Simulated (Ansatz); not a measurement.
**HgTe: strain energy, fitted**

HgTe, F-43m, a = 6.573 Å. Ansatz: r2SCAN, PAW, 500 eV, Γ-centred 12×12×8 mesh on 4 atoms, Gaussian smearing 0.10 eV; no spin polarisation. Series: strain along c alone, the other axes held, atoms fixed by symmetry; x is the strain in per cent. The axes a, b, c are those of the computed cell (4.648, 4.648, 6.573 Å), along [1 1 0], [-1 1 0], [0 0 1] of the cell named above. y is the free energy over the unstrained cell, V0 = 35.495 Å³/atom.

```
x (%) y (meV/atom)
 -6.0         21.28
 -4.0          9.27
 -2.0          2.27
  0.0          0.00
  2.0          2.20
  4.0          8.59
  6.0             ?
```

Q: Fit y = c2 x² + c3 x³ to the other rows, turn c2 into a modulus, and predict the missing energy.

A: Least squares on the rows shown. y = 0.55847 x² − 0.0054188 x³. In eV per unit strain² c2 is 5.585; this is C33 with relaxed ions (E = ½ C33 V0 ε²): 2 × 5.585 × 160.2 / (35.495) = 50 GPa. At x = 6.0 the fit asked for gives 18.93 meV/atom. The run gave 18.93 meV/atom, the same to the digits shown.

Spin–orbit coupling is left out, which can shift energies with elements as heavy as these.